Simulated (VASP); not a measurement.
# GaSb (F-43m) in VASP: further runs

GaSb is run at these levels: PBE, r2SCAN; tasks: single point.

All numbers are computed with VASP 6.6.1; they aren't measurements. Logs are shortened: lines on timing, memory, paths and dates and some standing lists are left out, and cuts for length are marked.

**Measured values to compare with.**

From a printed reference work, data compilation, for a bulk crystal of GaSb at 4.2 K: band gap 0.811 eV (direct).

The results are compared with them further down.

## Step 1: The cell of the first run

It takes space group F-43m (No. 216, cubic). Conventional cell: a = 6.138 Å, b = 6.138 Å, c = 6.138 Å, α = 90.00°, β = 90.00°, γ = 90.00°. Within 3.5 Å of Ga (site symmetry -43m) lie 4 Sb at 2.66 Å. Sb (site symmetry -43m) has 4 Ga at 2.66 Å within 3.5 Å.

## Step 2: Single point, PBE

Contents of INCAR:

```
PREC = Accurate
ENCUT = 520
EDIFF = 1E-6
ISMEAR = 0
SIGMA = 0.05
LREAL = False
LASPH = True
NELM = 100
ALGO = Normal
ISIF = 2
LWAVE = False
LCHARG = False
GGA = PE
NBANDS = 16
```

Contents of KPOINTS:

```
Automatic mesh
0
Gamma
  6 6 6
```

Contents of POSCAR:

```
GaSb
1.0
    0.0000000000      3.0691628654      3.0691628654
    3.0691628654      0.0000000000      3.0691628654
    3.0691628654      3.0691628654      0.0000000000
Ga Sb
1 1
Direct
    0.0000000000      0.0000000000      0.0000000000
    0.7500000000      0.7500000000      0.7500000000
```

Potentials or basis: VASP PAW PBE potentials, release 64 (Ga_d, Sb).

Launch:

```
> cat potpaw_PBE.64/Ga_d/POTCAR potpaw_PBE.64/Sb/POTCAR > POTCAR
> mpirun -np 1 vasp_std > vasp.out
```

OUTCAR:

```text
PREC = Accurate
   ENCUT = 520
   EDIFF = 1E-6
   ISMEAR = 0
   LREAL = False
   LASPH = True
   NELM = 100
   ISIF = 2
   GGA = PE

 ion  position               nearest neighbor table
   1  0.000  0.000  0.000-   2 2.66   2 2.66   2 2.66   2 2.66
   2  0.750  0.750  0.750-   1 2.66   1 2.66   1 2.66   1 2.66

  LATTYP: Found a face centered cubic cell.
 ALAT       =     6.1383257308

  Lattice vectors:

 A1 = (   0.0000000000,   3.0691628654,   3.0691628654)
 A2 = (   3.0691628654,   0.0000000000,   3.0691628654)
 A3 = (   3.0691628654,   3.0691628654,   0.0000000000)

Analysis of symmetry for initial positions (statically):
=====================================================================
 Subroutine PRICEL returns:
 Original cell was already a primitive cell.

 Routine SETGRP: Setting up the symmetry group for a
 face centered cubic supercell.

 Subroutine GETGRP returns: Found 24 space group operations
 (whereof 24 operations were pure point group operations)
 out of a pool of 48 trial point group operations.

The static configuration has the point symmetry T_d .

Analysis of symmetry for dynamics (positions and initial velocities):
=====================================================================
 Subroutine PRICEL returns:
 Original cell was already a primitive cell.

 Routine SETGRP: Setting up the symmetry group for a
 face centered cubic supercell.

 Subroutine GETGRP returns: Found 24 space group operations
 (whereof 24 operations were pure point group operations)
 out of a pool of 48 trial point group operations.

The dynamic configuration has the point symmetry T_d .

 Subroutine INISYM returns: Found 24 space group operations
 (whereof 24 operations are pure point group operations),
 and found     1 'primitive' translations

----------------------------------------------------------------------------------------

                                     Primitive cell

  volume of cell :      57.8216

  direct lattice vectors                    reciprocal lattice vectors
     0.000000000  3.069162865  3.069162865    -0.162910872  0.162910872  0.162910872
     3.069162865  0.000000000  3.069162865     0.162910872 -0.162910872  0.162910872
     3.069162865  3.069162865  0.000000000     0.162910872  0.162910872 -0.162910872

  length of vectors
     4.340451749  4.340451749  4.340451749     0.282169908  0.282169908  0.282169908

  position of ions in fractional coordinates (direct lattice)
     0.000000000  0.000000000  0.000000000
     0.750000000  0.750000000  0.750000000

  ion indices of the primitive-cell ions
   primitive index   ion index
                 1           1
                 2           2

----------------------------------------------------------------------------------------

 KPOINTS: Automatic mesh

Automatic generation of k-mesh.
 Grid dimensions read from file:
 generate k-points for:    6    6    6

 Generating k-lattice:

  Cartesian coordinates                     Fractional coordinates (reciprocal lattice)
    -0.027151812  0.027151812  0.027151812     0.166666667  0.000000000  0.000000000
     0.027151812 -0.027151812  0.027151812     0.000000000  0.166666667  0.000000000
     0.027151812  0.027151812 -0.027151812     0.000000000  0.000000000  0.166666667

  Length of vectors
     0.047028318  0.047028318  0.047028318

  Shift w.r.t. Gamma in fractional coordinates (k-lattice)
     0.000000000  0.000000000  0.000000000

 Subroutine IBZKPT returns following result:
 ===========================================

 Found     16 irreducible k-points:

 Following reciprocal coordinates:
            Coordinates               Weight
  0.000000  0.000000  0.000000      1.000000
  0.166667  0.000000  0.000000      8.000000
  0.333333  0.000000  0.000000      8.000000
  0.500000  0.000000  0.000000      4.000000
  0.166667  0.166667  0.000000      6.000000
  0.333333  0.166667  0.000000     24.000000
[... 8 lines left out ...]
 -0.333333  0.333333  0.166667     24.000000
 -0.333333  0.500000  0.166667     12.000000
   k-points           NKPTS =     16   k-points in BZ     NKDIM =     16   number of bands    NBANDS=     16
   number of dos      NEDOS =    301   number of ions     NIONS =      2
   total plane-waves  NPLWV =  32768
   dimension x,y,z NGX =    32 NGY =   32 NGZ =   32
   dimension x,y,z NGXF=    64 NGYF=   64 NGZF=   64
   ions per type =               1   1
   NGX,Y,Z   is equivalent  to a cutoff of  12.26, 12.26, 12.26 a.u.
   NGXF,Y,Z  is equivalent  to a cutoff of  24.51, 24.51, 24.51 a.u.
 SYSTEM =  unknown system
   PREC   = accura    normal or accurate (medium, high low for compatibility)
   ISTART =      0    job   : 0-new  1-cont  2-samecut
   ICHARG =      2    charge: 1-file 2-atom 10-const
   ISPIN  =      1    spin polarized calculation?
   LNONCOLLINEAR =      F non collinear calculations
   LSORBIT =      F    spin-orbit coupling
   LASPH  =      T    aspherical Exc in radial PAW
   ENCUT  =  520.0 eV  38.22 Ry    6.18 a.u.   8.07  8.07  8.07*2*pi/ulx,y,z
   NELM   =    100;   NELMIN=  2; NELMDL= -5     # of ELM steps
   EDIFF  = 0.1E-05   stopping-criterion for ELM
   LREAL  =      F    real-space projection
   EDIFFG = 0.1E-04   stopping-criterion for IOM
   NSW    =      0    number of steps for IOM
   IBRION =     -1    ionic relax: 0-MD 1-quasi-New 2-CG
   NFREE  =      0    steps in history (QN), initial steepest desc. (CG)
   ISIF   =      2    stress and relaxation
   ISYM   =      2    0-nonsym 1-usesym 2-fastsym
   POTIM  = 0.5000    time-step for ionic-motion
   TEBEG  =    0.0;   TEEND  =   0.0 temperature during run
   PSTRESS=    0.0 pullay stress
   NELECT =      18.0000    total number of electrons
   NUPDOWN=      -1.0000    fix difference up-down
   EMIN   =  10.00;   EMAX   =-10.00  energy-range for DOS
   EFERMI =   0.00;   METHOD = LEGACY
   ISMEAR =     0;   SIGMA  =   0.05  broadening in eV -4-tet -1-fermi 0-gaus
   EFERMI_NEDOS =   21; number of points for ismear=-14 and -15
   IALGO  =     38    algorithm
   IMIX   =      4    mixing-type and parameters
     AMIX     =   0.40;   BMIX     =  1.00
     AMIX_MAG =   1.60;   BMIX_MAG =  1.00
  volume/ion in A,a.u.               =      28.91       195.10
  Fermi-wavevector in a.u.,A,eV,Ry     =   1.109522  2.096692 16.749289  1.231038
  Thomas-Fermi vector in A             =   2.246062
   LORBIT       =      0    0 simple, 1 ext, 2 COOP (PROOUT), +10 PAW based schemes
   GGA     = PE    functional components
   LHFCALC =     F    Hartree Fock is set to
   AEXX    =    0.0000 exact exchange contribution
   IVDW    =     0    specifies the selected vdW correction
   LEPSILON=     F    determine dielectric tensor
   LRPA    =     F    only Hartree local field effects (RPA)
 non-spin polarized calculation
 Gauss-broadening in eV      SIGMA  =   0.05
  energy-cutoff  :      520.00
  volume of cell :       57.82
 maximum number of plane-waves:      1588
   NGX = 17   NGY = 17   NGZ = 17

 number of electron      17.9999990 magnetization

 Free energy of the ion-electron system (eV)
  ---------------------------------------------------
  ext. energy  EPLUGINS =         0.00000000
  ---------------------------------------------------
  free energy    TOTEN  =        -7.32916932 eV

  energy without entropy =       -7.32877926  energy(sigma->0) =       -7.32897429

 E-fermi :   4.7940     XC(G=0):  -9.0403

 val. band max:        4.7765570439   @ k =   0.0000   0.0000   0.0000
 cond. band min:       5.1576962588   @ k =   0.5000   0.0000   0.0000
 fundamental gap:      0.3811392149
 Fermi energy:         4.7940493543

 k-point     1 :       0.0000    0.0000    0.0000
  band No.  band energies     occupation
      1     -10.2430      2.00000
      2     -10.2430      2.00000
      3     -10.2430      2.00000
      4     -10.1949      2.00000
      5     -10.1949      2.00000
      6      -6.6312      2.00000
[... 8 lines left out ...]
     15      13.3460      0.00000
     16      13.3460      0.00000

 k-point     2 :       0.1667    0.0000    0.0000
  band No.  band energies     occupation
      1     -10.2497      2.00000
      2     -10.2400      2.00000
      3     -10.2400      2.00000
      4     -10.1952      2.00000
      5     -10.1952      2.00000
      6      -6.3528      2.00000
[... 8 lines left out ...]
     15      12.3715      0.00000
     16      12.3715      0.00000

 k-point     3 :       0.3333    0.0000    0.0000
  band No.  band energies     occupation
      1     -10.2629      2.00000
      2     -10.2348      2.00000
      3     -10.2348      2.00000
      4     -10.1951      2.00000
      5     -10.1951      2.00000
      6      -5.6119      2.00000
[... 8 lines left out ...]
     15      12.8643      0.00000
     16      12.8643      0.00000

 k-point     4 :       0.5000    0.0000    0.0000
  band No.  band energies     occupation
      1     -10.2693      2.00000
      2     -10.2326      2.00000
      3     -10.2326      2.00000
      4     -10.1946      2.00000
      5     -10.1946      2.00000
      6      -5.0313      2.00000
[... 8 lines left out ...]
     15      14.6334      0.00000
     16      14.6334      0.00000
[... 172 lines left out ...]
 k-point    14 :       0.5000    0.3333    0.1667
  band No.  band energies     occupation
      1     -10.2739      2.00000
      2     -10.2290      2.00000
      3     -10.2262      2.00000
      4     -10.2000      2.00000
      5     -10.1935      2.00000
      6      -4.9775      2.00000
[... 8 lines left out ...]
     15      13.7743      0.00000
     16      15.7169      0.00000

 k-point    15 :      -0.3333    0.3333    0.1667
  band No.  band energies     occupation
      1     -10.2770      2.00000
      2     -10.2283      2.00000
      3     -10.2237      2.00000
      4     -10.1993      2.00000
      5     -10.1946      2.00000
      6      -4.4590      2.00000
[... 8 lines left out ...]
     15      15.1662      0.00000
     16      15.3910      0.00000

 k-point    16 :      -0.3333    0.5000    0.1667
  band No.  band energies     occupation
      1     -10.2815      2.00000
      2     -10.2248      2.00000
      3     -10.2205      2.00000
      4     -10.2024      2.00000
      5     -10.1932      2.00000
      6      -4.1829      2.00000
[... 8 lines left out ...]
     15      14.7515      0.00000
     16      16.0821      0.00000

------------------------ aborting loop because EDIFF is reached ----------------------------------------

  FORCE on cell =-STRESS in cart. coord.  units (eV):
  Direction    XX          YY          ZZ          XY          YZ          ZX
  --------------------------------------------------------------------------------------
  -------------------------------------------------------------------------------------
  Total        0.7101760      0.7101760      0.7101760      0.0000000      0.0000000      0.0000000
  in kB       19.6782637     19.6782637     19.6782637      0.0000000      0.0000000      0.0000000
  external PRESSURE =      19.6782637 kB  Pullay stress =       0.0000000 kB

 VOLUME and BASIS-vectors are now :
 -----------------------------------------------------------------------------
  energy-cutoff  :      520.00
  volume of cell :       57.82
      direct lattice vectors                 reciprocal lattice vectors
     0.000000000  3.069162865  3.069162865    -0.162910872  0.162910872  0.162910872
     3.069162865  0.000000000  3.069162865     0.162910872 -0.162910872  0.162910872
     3.069162865  3.069162865  0.000000000     0.162910872  0.162910872 -0.162910872

 POSITION                                       TOTAL-FORCE (eV/Angst)
 -----------------------------------------------------------------------------------
      0.00000      0.00000      0.00000         0.000000     -0.000000     -0.000000
      4.60374      4.60374      4.60374        -0.000000      0.000000      0.000000
 -----------------------------------------------------------------------------------
    total drift:                               -0.000002     -0.000002     -0.000002

  FREE ENERGIE OF THE ION-ELECTRON SYSTEM (eV)
  ---------------------------------------------------
  free  energy   TOTEN  =        -7.3291693194 eV

  energy  without entropy=       -7.3287792573  energy(sigma->0) =       -7.32897429
```

Wall time 11 s (1 thread of AMD EPYC 7R13 (Zen 3), shared host); peak memory 0.15 GiB.

Results:

| Property | Result |
| --- | --- |
| Free energy | -7.3292 eV |
| Pressure | 2.0 GPa |
| Band gap on the k mesh | zero (filled and empty bands touch) |

Caveat: spin-orbit coupling is left out, which moves the levels of the heavy elements.

## Step 3: Single point, PBE

This run uses another cell than the first one, of 29.28 Å³/atom, 1.013 times its volume.

Contents of INCAR:

```
SYSTEM = GaSb
PREC     = Accurate       ! precision mode
ENCUT    = 520            ! plane-wave cutoff, eV
EDIFF    = 1E-7           ! SCF threshold, eV
ISMEAR   = 0              ! smearing method
SIGMA    = 0.05           ! smearing width, eV
LREAL    = .False.        ! projectors in reciprocal space
LASPH    = .True.         ! aspherical terms in the spheres
NELM     = 60             ! most SCF steps
ALGO     = Normal         ! electronic algorithm
ISIF     = 2              ! what is computed and relaxed
LWAVE    = .False.        ! write WAVECAR
LCHARG   = .True.         ! write CHGCAR
GGA      = PE             ! functional
LELF     = .True.         ! ELF
LVHAR    = .True.       
NBANDS   = 16             ! bands
```

Contents of KPOINTS:

```
regular mesh
0
Gamma
  6 6 6
  0 0 0
```

Contents of POSCAR:

```
GaSb
1.0
    0.0000000000      3.0820373815      3.0820373815
    3.0820373815      0.0000000000      3.0820373815
    3.0820373815      3.0820373815      0.0000000000
Ga Sb
1 1
Direct
    0.0000000000      0.0000000000      0.0000000000
    0.7500000000      0.7500000000      0.7500000000
```

Potentials or basis: VASP PAW PBE potentials, release 64 (Ga_d, Sb).

Launch:

```
> cat potpaw_PBE.64/Ga_d/POTCAR potpaw_PBE.64/Sb/POTCAR > POTCAR
> mpirun -np 1 vasp_std > vasp.out
```

Run time: 14 s. Hardware: 1 thread of AMD EPYC 7R13 (Zen 3), shared host; peak memory 0.15 GiB.

It converged, with:

```
Free energy            : -7.3367 eV
Pressure               : 1.3 GPa
Band gap on the k mesh : zero (filled and empty bands touch)
```

Levels at points of the mesh, in eV from the Fermi level:
```tsv
k point	band 5	band 6	band 7	band 8	band 9	band 10	band 11	band 12	band 13	band 14
(0.00, 0.00, 0.00)	-14.97	-11.34	-0.14	-0.02	-0.02	-0.02	2.76	2.76	2.76	5.77
(0.50, 0.00, 0.00)	-14.96	-9.77	-6.27	-1.13	-1.13	0.34	3.73	3.73	6.46	9.21
(0.50, 0.50, 0.00)	-14.96	-8.97	-6.73	-2.51	-2.51	0.91	1.28	8.52	8.52	9.86
```

Caveat: spin-orbit coupling is left out, which moves the levels of the heavy elements.

(Part 1 of 2 ends here.)
